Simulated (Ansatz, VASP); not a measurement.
Au: VASP beside Ansatz

The input INCAR:

```
PREC     = Accurate       # precision mode
ENCUT    = 520            # plane-wave cutoff, eV
EDIFF    = 1E-7           # SCF threshold, eV
ISMEAR   = -1             # smearing method
SIGMA    = 0.05           # smearing width, eV
LREAL    = F              # projectors in reciprocal space
LASPH    = T              # aspherical terms in the spheres
NELM     = 80             # most SCF steps
ALGO     = Normal         # electronic algorithm
ISIF     = 2              # what is computed and relaxed
LWAVE    = F              # write WAVECAR
LCHARG   = F              # write CHGCAR
GGA      = PS             # functional
NBANDS   = 18             # bands
```

Contents of KPOINTS:

```
regular mesh
0
Gamma
  11 11 6
```

POSCAR

```
Au
1.0
    2.8608060062      0.0000000000      0.0000000000
   -1.4304030031      2.4775306767      0.0000000000
    0.0000000000      0.0000000000      4.8140459691
Au
2
Direct
    0.6666666667      0.3333333333      0.2500000000
    0.3333333333      0.6666666667      0.7500000000
```

input.yaml

```yaml
crystal:
  lattice:
    - [2.8608060062, 0.0, 0.0]
    - [-1.4304030031, 2.4775306767, 0.0]
    - [0.0, 0.0, 4.8140459691]
  atoms:
    - { symbol: Au, position: [0.6666666667, 0.3333333333, 0.25] }
    - { symbol: Au, position: [0.3333333333, 0.6666666667, 0.75] }
hamiltonian:
  xc: pbesol
  pseudopotentials: { kind: paw }
kpoints:
  mp_grid: { grid: [11, 11, 6] }
scf:
  occupations: { method: fermi_dirac, width: 0.05 }
output:
  forces: true
  stress: true
  eigenvalues: true
  write_density: true
  write_potential: true
  elf: true
  volumetric_format: npy
```

Change from the starting cell: volume scaled by 0.96.

Alike in both runs: task single point; functional PBEsol; k mesh 11 × 11 × 6; occupations fermi-dirac, width 0.05 eV; no spin polarisation.

```csv
,VASP,Ansatz
version,VASP 6.6.1,Ansatz 0.2.0
potentials or method,"VASP PAW PBE potentials, release 64 (Au)",Ansatz PAW
plane-wave cutoff (eV),520,420
valence electrons in the cell,22,38
```

```csv
,VASP,Ansatz,Ansatz less VASP
gap on the k mesh at the Fermi level (eV),none,none,-
pressure (GPa),-0.5,-0.3,+0.28
largest component of the traceless stress (GPa),0.76,0.77,+0.003
```

A gap of «none» marks a metal or a gap that the smearing closes. The two sets of potentials don't hold the same shells in valence.

Caveats: the PAW data sets were made with another functional, which shifts forces and pressure a little (VASP); the PAW data sets come from PBE, with cores solved anew for the run's functional, which leaves a small shift of forces and pressure (Ansatz). Spin-orbit coupling is left out, which matters for the levels of Au.
